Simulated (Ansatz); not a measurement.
**How far is this AlN from the hull?**

Method: DFT PBE, scalar-relativistic, plane waves, PAW (Ansatz). All cells share a 420 eV cutoff and Γ-centred k meshes spaced at most about 0.3 Å⁻¹ (2π included). No spin polarisation.

Formation energies are uncorrected and refer to the elements' standard structures at the same level (N₂ as a molecule).

These are static total energies at zero pressure.

The competitors are the elements and 1 reference phase of this chemical system (from databases or known types: AlN), relaxed at the same level; other known phases may be missing.

The candidate was reached from: 4-connected net, two elements alternating.

```
Al N
1.0
    -2.89978    4.00071    2.80854
     2.89978   -4.00071    2.80854
     2.89978    4.00071   -2.80854
Al N
6 6
Direct
  0.35129 0.41018 0.76147
  0.14871 0.91018 0.05889
  0.85129 0.08982 0.94111
  0.64871 0.58982 0.23853
  0.75000 0.25000 0.50000
  0.25000 0.75000 0.50000
  0.34401 0.08752 0.43153
  0.15599 0.58752 0.74352
  0.25000 0.25000 0.00000
  0.75000 0.75000 0.00000
  0.84401 0.41248 0.25649
  0.65599 0.91248 0.56847
```

Q: Is it stable, and against what?

A: Not the lowest form: another structure of the same formula lies lower. Its formation energy is -1.170 eV/atom. The lowest competing phase at this composition is this:

```json
{"phase": "AlN", "space group": "P6_3mc (No. 186)", "source": "Materials Project", "share of atoms": "1.0000", "ΔE_f (eV/atom)": "-1.368"}
```

The candidate lies 198 meV/atom above this phase (199 meV/atom from unrounded values). The candidate matches no cell in the subsets of the Crystallography Open Database and the Materials Project at hand. It is metastable at best. Whether it is a true minimum wasn't tested by phonons.
